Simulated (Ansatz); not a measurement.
# Calculated core-electron binding energies for GeS

Cell: a structure deposited in the COD, its atoms then relaxed with PBE in this cell, repeated to a supercell; a hole's nearest image is 7.3 Å away.

Space group Pnma (No. 62); a = 10.4810, b = 3.6460, c = 4.2990 Å.

| site | Wyckoff | site symmetry | x | y | z |
| --- | --- | --- | --- | --- | --- |
| Ge1 | 4c | .m. | 0.1211 | 0.2500 | 0.1275 |
| S17 | 4c | .m. | 0.8504 | 0.2500 | 0.4977 |

One atom of each set is listed; the run and its k-mesh use a cell of 32 atoms with edges of 10.48, 7.29, 8.60 Å.

All values are calculated (Ansatz; DFT, PBE, plane waves and PAW, scalar-relativistic, 420 eV cutoff, Γ-centred 2×3×3 k-points, fixed occupations), not measured.

Each value is a total-energy difference between the cell with one core hole and the ground state (ΔSCF), counted from the top of the valence band. The cell with the hole is spin-polarised, as the shell with the hole is left with one unpaired spin. The periodic images are corrected with the calculated ε∞ = 13.39, 13.66, 12.80.

**Question.** What binding energies does the calculation give for Ge 3d, S 2p?

**Answer.** 

```tsv
line	atom	first shell	E_B (eV)	j = l + ½ / j = l − ½ (eV)
Ge 3d	1	3 S at 2.45–2.46 Å; also 3 S at 3.25–3.26 Å	29.7	29.5 / 30.1
S 2p	17	3 Ge at 2.45–2.46 Å; also 3 Ge at 3.25–3.26 Å	161.3	160.9 / 162.1
```

For p, d and f shells E_B is the weighted mean of the two lines, whose splitting comes from the free atom's Dirac orbitals.

The program doubts some values: the potential far from the hole hasn't levelled off. Absolute PBE values can be off by an eV or more. Multiplets, satellites and widths aren't calculated.
